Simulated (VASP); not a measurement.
A run of VASP 6.6.1:

INCAR

```
SYSTEM = Zn17S18
PREC = Accurate ; ENCUT = 520
EDIFF = 1E-8 ; ISMEAR = -1
SIGMA = 0.01 ; LREAL = Auto
LASPH = .TRUE. ; NELM = 100
ALGO = Fast ; ISIF = 2
LWAVE = .FALSE. ; LCHARG = .FALSE.
GGA = PE ; LEFG = .TRUE.
NELECT = 314.0 ; NBANDS = 179
```

The input KPOINTS:

```
Automatic mesh
0
G
  3 3 1
  0 0 0
```

Contents of POSCAR:

```
Zn17S18
1.0
    5.7180000000      3.3012888392      0.0000000000
   -5.7180000000      3.3012888392      0.0000000000
    0.0000000000      0.0000000000     18.6899900000
Zn S
17 18
Direct
    0.0000000000      0.0000000000      0.0000000000
    0.3333333333      0.6666666667      0.0000000000
    0.6666666667      0.3333333333      0.0000000000
    0.0000000000      0.0000000000      0.5000000000
    0.3333333333      0.6666666667      0.5000000000
    0.6666666667      0.3333333333      0.5000000000
    0.3333333333      0.3333333334      0.1666700000
    0.6666666667      0.0000000000      0.1666700000
    0.0000000000      0.6666666667      0.1666700000
    0.3333333333      1.0000000000      0.6666700000
    0.6666666667      0.6666666666      0.6666700000
    0.0000000000      0.3333333333      0.6666700000
    0.6666666667      0.6666666666      0.3333300000
    0.0000000000      0.3333333333      0.3333300000
    0.3333333333      0.3333333334      0.8333300000
    0.6666666667      0.0000000000      0.8333300000
    0.0000000000      0.6666666667      0.8333300000
    0.0000000000      0.0000000000      0.1250000000
    0.3333333333      0.6666666667      0.1250000000
    0.6666666667      0.3333333333      0.1250000000
    0.0000000000      0.0000000000      0.6250000000
    0.3333333333      0.6666666667      0.6250000000
    0.6666666667      0.3333333333      0.6250000000
    0.3333333333      0.3333333334      0.2916700000
    0.6666666667      0.0000000000      0.2916700000
    0.0000000000      0.6666666667      0.2916700000
    0.3333333333      1.0000000000      0.7916700000
    0.6666666667      0.6666666666      0.7916700000
    0.0000000000      0.3333333333      0.7916700000
    0.3333333333      1.0000000000      0.4583300000
    0.6666666667      0.6666666666      0.4583300000
    0.0000000000      0.3333333333      0.4583300000
    0.3333333333      0.3333333334      0.9583300000
    0.6666666667      0.0000000000      0.9583300000
    0.0000000000      0.6666666667      0.9583300000
```

Potentials or basis: VASP PAW PBE potentials, release 64 (Zn, S).

Run with:

```bash
$ cat potpaw_PBE.64/Zn/POTCAR potpaw_PBE.64/S/POTCAR > POTCAR
$ mpirun -np 1 vasp_std > vasp.out
```

Hardware: 1 thread of Intel(R) Xeon(R) 6975P-C (Granite Rapids), on a shared host.

How long does it take, and how much memory?

Wall time 15 min on 1 thread of Intel(R) Xeon(R) 6975P-C (Granite Rapids), with other jobs on the host, peak memory 0.79 GiB. Counts: scf iterations 25, k points 3.
